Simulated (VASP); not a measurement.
# CdTe (F-43m) in VASP: notebook, part 2 of 2

VASP 6.6.1. The steps go on from the part before.

### Step 4. Single point, PBE (atoms moved at random, drawn with an rms of 0.05 Å)

The input, INCAR:

```
  PREC = Accurate
  ENCUT = 520
  EDIFF = 1E-7
  ISMEAR = -1
  SIGMA = 0.05
  LREAL = F
  LASPH = T
  NELM = 60
  ALGO = Normal
  ISIF = 2
  LWAVE = F
  LCHARG = F
  GGA = PE
  NBANDS = 16
```

The input, KPOINTS:

```
Automatic mesh
0
Gamma
  7 7 7
```

The input, POSCAR:

```
CdTe
1.0
    0.0000000000      3.2050000000      3.2050000000
    3.2050000000      0.0000000000      3.2050000000
    3.2050000000      3.2050000000      0.0000000000
Te Cd
1 1
Direct
    0.7430070000      0.7410670000      0.7510590000
    0.0049460000      0.0017800000     -0.0076110000
```

Potentials or basis: VASP PAW PBE potentials, release 64 (Te, Cd).

Launch:

```console
cat potpaw_PBE.64/Te/POTCAR potpaw_PBE.64/Cd/POTCAR > POTCAR
mpirun -np 1 vasp_std > vasp.out
```

OUTCAR:

```text
PREC = Accurate
   ENCUT = 520
   EDIFF = 1E-7
   ISMEAR = -1
   LREAL = F
   LASPH = T
   NELM = 60
   ISIF = 2
   GGA = PE

 ion  position               nearest neighbor table
   1  0.743  0.741  0.751-   2 2.73   2 2.74   2 2.81   2 2.83
   2  0.005  0.002  0.992-   1 2.73   1 2.74   1 2.81   1 2.83

  LATTYP: Found a face centered cubic cell.
 ALAT       =     6.4100000000

  Lattice vectors:

 A1 = (   0.0000000000,   3.2050000000,   3.2050000000)
 A2 = (   3.2050000000,   0.0000000000,   3.2050000000)
 A3 = (   3.2050000000,   3.2050000000,   0.0000000000)

Analysis of symmetry for initial positions (statically):
=====================================================================
 Subroutine PRICEL returns:
 Original cell was already a primitive cell.

 Routine SETGRP: Setting up the symmetry group for a
 face centered cubic supercell.

 Subroutine GETGRP returns: Found  1 space group operations
 (whereof  1 operations were pure point group operations)
 out of a pool of 48 trial point group operations.

The static configuration has the point symmetry C_1 .

Analysis of symmetry for dynamics (positions and initial velocities):
=====================================================================
 Subroutine PRICEL returns:
 Original cell was already a primitive cell.

 Routine SETGRP: Setting up the symmetry group for a
 face centered cubic supercell.

 Subroutine GETGRP returns: Found  1 space group operations
 (whereof  1 operations were pure point group operations)
 out of a pool of 48 trial point group operations.

The dynamic configuration has the point symmetry C_1 .

 Subroutine INISYM returns: Found  1 space group operations
 (whereof  1 operations are pure point group operations),
 and found     1 'primitive' translations

----------------------------------------------------------------------------------------

                                     Primitive cell

  volume of cell :      65.8437

  direct lattice vectors                    reciprocal lattice vectors
     0.000000000  3.205000000  3.205000000    -0.156006240  0.156006240  0.156006240
     3.205000000  0.000000000  3.205000000     0.156006240 -0.156006240  0.156006240
     3.205000000  3.205000000  0.000000000     0.156006240  0.156006240 -0.156006240

  length of vectors
     4.532554467  4.532554467  4.532554467     0.270210734  0.270210734  0.270210734

  position of ions in fractional coordinates (direct lattice)
     0.743007000  0.741067000  0.751059000
     0.004946000  0.001780000  0.992389000

  ion indices of the primitive-cell ions
   primitive index   ion index
                 1           1
                 2           2

----------------------------------------------------------------------------------------

 KPOINTS: Automatic mesh

Automatic generation of k-mesh.
 Grid dimensions read from file:
 generate k-points for:    7    7    7

 Generating k-lattice:

  Cartesian coordinates                     Fractional coordinates (reciprocal lattice)
    -0.022286606  0.022286606  0.022286606     0.142857143  0.000000000  0.000000000
     0.022286606 -0.022286606  0.022286606     0.000000000  0.142857143  0.000000000
     0.022286606  0.022286606 -0.022286606     0.000000000  0.000000000  0.142857143

  Length of vectors
     0.038601533  0.038601533  0.038601533

  Shift w.r.t. Gamma in fractional coordinates (k-lattice)
     0.000000000  0.000000000  0.000000000

 Subroutine IBZKPT returns following result:
 ===========================================

 Found    172 irreducible k-points:

 Following reciprocal coordinates:
            Coordinates               Weight
  0.000000  0.000000  0.000000      1.000000
  0.142857  0.000000  0.000000      2.000000
  0.000000  0.142857  0.000000      2.000000
  0.000000  0.000000  0.142857      2.000000
  0.142857  0.142857  0.142857      2.000000
  0.285714  0.000000  0.000000      2.000000
[... 42 lines left out ...]
  0.000000  0.142857 -0.428571      2.000000
 -0.142857  0.428571 -0.142857      2.000000
 [... further k-points ...]
   k-points           NKPTS =    172   k-points in BZ     NKDIM =    172   number of bands    NBANDS=     16
   number of dos      NEDOS =    301   number of ions     NIONS =      2
   total plane-waves  NPLWV =  46656
   dimension x,y,z NGX =    36 NGY =   36 NGZ =   36
   dimension x,y,z NGXF=    72 NGYF=   72 NGZF=   72
   ions per type =               1   1
   NGX,Y,Z   is equivalent  to a cutoff of  13.20, 13.20, 13.20 a.u.
   NGXF,Y,Z  is equivalent  to a cutoff of  26.41, 26.41, 26.41 a.u.
 SYSTEM =  unknown system
   PREC   = accura    normal or accurate (medium, high low for compatibility)
   ISTART =      0    job   : 0-new  1-cont  2-samecut
   ICHARG =      2    charge: 1-file 2-atom 10-const
   ISPIN  =      1    spin polarized calculation?
   LNONCOLLINEAR =      F non collinear calculations
   LSORBIT =      F    spin-orbit coupling
   LASPH  =      T    aspherical Exc in radial PAW
   ENCUT  =  520.0 eV  38.22 Ry    6.18 a.u.   8.43  8.43  8.43*2*pi/ulx,y,z
   NELM   =     60;   NELMIN=  2; NELMDL= -5     # of ELM steps
   EDIFF  = 0.1E-06   stopping-criterion for ELM
   LREAL  =      F    real-space projection
   EDIFFG = 0.1E-05   stopping-criterion for IOM
   NSW    =      0    number of steps for IOM
   IBRION =     -1    ionic relax: 0-MD 1-quasi-New 2-CG
   NFREE  =      0    steps in history (QN), initial steepest desc. (CG)
   ISIF   =      2    stress and relaxation
   ISYM   =      2    0-nonsym 1-usesym 2-fastsym
   POTIM  = 0.5000    time-step for ionic-motion
   TEBEG  =    0.0;   TEEND  =   0.0 temperature during run
   PSTRESS=    0.0 pullay stress
   NELECT =      18.0000    total number of electrons
   NUPDOWN=      -1.0000    fix difference up-down
   EMIN   =  10.00;   EMAX   =-10.00  energy-range for DOS
   EFERMI =   0.00;   METHOD = LEGACY
   ISMEAR =    -1;   SIGMA  =   0.05  broadening in eV -4-tet -1-fermi 0-gaus
   EFERMI_NEDOS =   21; number of points for ismear=-14 and -15
   IALGO  =     38    algorithm
   IMIX   =      4    mixing-type and parameters
     AMIX     =   0.40;   BMIX     =  1.00
     AMIX_MAG =   1.60;   BMIX_MAG =  1.00
  volume/ion in A,a.u.               =      32.92       222.17
  Fermi-wavevector in a.u.,A,eV,Ry     =   1.062497  2.007828 15.359610  1.128899
  Thomas-Fermi vector in A             =   2.197950
   LORBIT       =      0    0 simple, 1 ext, 2 COOP (PROOUT), +10 PAW based schemes
   GGA     = PE    functional components
   LHFCALC =     F    Hartree Fock is set to
   AEXX    =    0.0000 exact exchange contribution
   IVDW    =     0    specifies the selected vdW correction
   LEPSILON=     F    determine dielectric tensor
   LRPA    =     F    only Hartree local field effects (RPA)
 non-spin polarized calculation
  energy-cutoff  :      520.00
  volume of cell :       65.84
 maximum number of plane-waves:      1807
 NGX is ok and might be reduce to    36
   NGX = 17   NGY = 17   NGZ = 17

 number of electron      18.0000000 magnetization

 Free energy of the ion-electron system (eV)
  ---------------------------------------------------
  ext. energy  EPLUGINS =         0.00000000
  ---------------------------------------------------
  free energy    TOTEN  =        -4.71095838 eV

  energy without entropy =       -4.71095647  energy(sigma->0) =       -4.71095743

 E-fermi :   3.1327     XC(G=0):  -8.7314

 val. band max:        2.7060443159   @ k =   0.0000   0.0000   0.0000
 cond. band min:       3.5325039113   @ k =   0.0000   0.0000   0.0000
 fundamental gap:      0.8264595954
 Fermi energy:         3.1327429967

 k-point     1 :       0.0000    0.0000    0.0000
  band No.  band energies     occupation
      1      -8.7199      2.00000
      2      -5.7943      2.00000
      3      -5.7584      2.00000
      4      -5.7229      2.00000
      5      -5.4738      2.00000
      6      -5.4710      2.00000
[... 8 lines left out ...]
     15      12.0533      0.00000
     16      12.0704      0.00000
[... 723 lines left out ...]
 k-point    40 :       0.4286    0.0000    0.1429
  band No.  band energies     occupation
      1      -8.3009      2.00000
      2      -5.6706      2.00000
      3      -5.6521      2.00000
      4      -5.4982      2.00000
      5      -5.4628      2.00000
      6      -5.2116      2.00000
[... 8 lines left out ...]
     15      12.3239      0.00000
     16      12.9988      0.00000

 [... further k-points ...]

------------------------ aborting loop because EDIFF is reached ----------------------------------------

  FORCE on cell =-STRESS in cart. coord.  units (eV):
  Direction    XX          YY          ZZ          XY          YZ          ZX
  --------------------------------------------------------------------------------------
  -------------------------------------------------------------------------------------
  Total        1.8627503      1.8620132      1.8149393     -0.5769053     -0.0383410     -0.0752466
  in kB       45.3263897     45.3084549     44.1630016    -14.0378628     -0.9329542     -1.8309798
  external PRESSURE =      44.9326154 kB  Pullay stress =       0.0000000 kB

 VOLUME and BASIS-vectors are now :
 -----------------------------------------------------------------------------
  energy-cutoff  :      520.00
  volume of cell :       65.84
      direct lattice vectors                 reciprocal lattice vectors
     0.000000000  3.205000000  3.205000000    -0.156006240  0.156006240  0.156006240
     3.205000000  0.000000000  3.205000000     0.156006240 -0.156006240  0.156006240
     3.205000000  3.205000000  0.000000000     0.156006240  0.156006240 -0.156006240

 POSITION                                       TOTAL-FORCE (eV/Angst)
 -----------------------------------------------------------------------------------
      4.78226      4.78848      4.75646         0.021723      0.047984      0.383591
      3.18631      3.19646      0.02156        -0.021723     -0.047984     -0.383591
 -----------------------------------------------------------------------------------
    total drift:                               -0.000017     -0.000007      0.000015

  FREE ENERGIE OF THE ION-ELECTRON SYSTEM (eV)
  ---------------------------------------------------
  free  energy   TOTEN  =        -4.7109583811 eV

  energy  without entropy=       -4.7109564701  energy(sigma->0) =       -4.71095743
```

Run time: 2.1 min. Hardware: 1 thread of Intel Xeon Platinum 8559C (Emerald Rapids), shared host; peak memory 0.33 GiB.

What came out:

```
Free energy            : -4.7110 eV
Pressure               : 4.5 GPa
Largest force          : 0.387 eV/Å
Band gap on the k mesh : 0.83 eV, direct
```

Forces on the atoms (eV/Å):
```
Te   0.022  0.048  0.384
Cd  -0.022 -0.048 -0.384
```

Stress tensor (GPa, compression positive):
```
 4.53 -1.40 -0.18
-1.40  4.53 -0.09
-0.18 -0.09  4.42
```

Caveat: spin-orbit coupling is left out, which moves the levels of the heavy elements.

### Step 5. Summary

```csv
level,cell,ladder,gap on the mesh (eV),pressure (GPa)
PBEsol,as given,free,0.76,1.9
PBE,as given,-,0.87,4.4
PBE,"atoms moved at random, drawn with an rms of 0.05 Å",-,0.83,4.5
```

Alike in all rows: task single point; potentials or basis VASP PAW PBE potentials, release 64 (Te, Cd); no spin polarisation; k mesh 7 × 7 × 7; cutoff (eV) 520; smearing fermi-dirac 0.05 eV.

Caveats: spin-orbit coupling is left out, which moves the levels of the heavy elements; the PAW data sets were made with another functional, which shifts forces and pressure a little (some runs).

Total energies depend on the potentials used, so only differences within one code and one set of settings carry meaning.

### Step 6. How close it comes

Step 2. A measured gap of CdTe is 1.607 eV (0 K; a printed reference work, data compilation); the calculated 0.76 eV misses it by -0.85 eV. Spin-orbit coupling on Cd, Te is left out. The value is that of PBEsol, without temperature or zero-point motion. Semilocal functionals fall short of measured gaps as a rule.

Step 3. A measured gap of CdTe is 1.607 eV (0 K; a printed reference work, data compilation); the calculated 0.87 eV misses it by -0.73 eV. Spin-orbit coupling on Cd, Te is left out. The value is that of PBE, without temperature or zero-point motion. Semilocal functionals fall short of measured gaps as a rule.
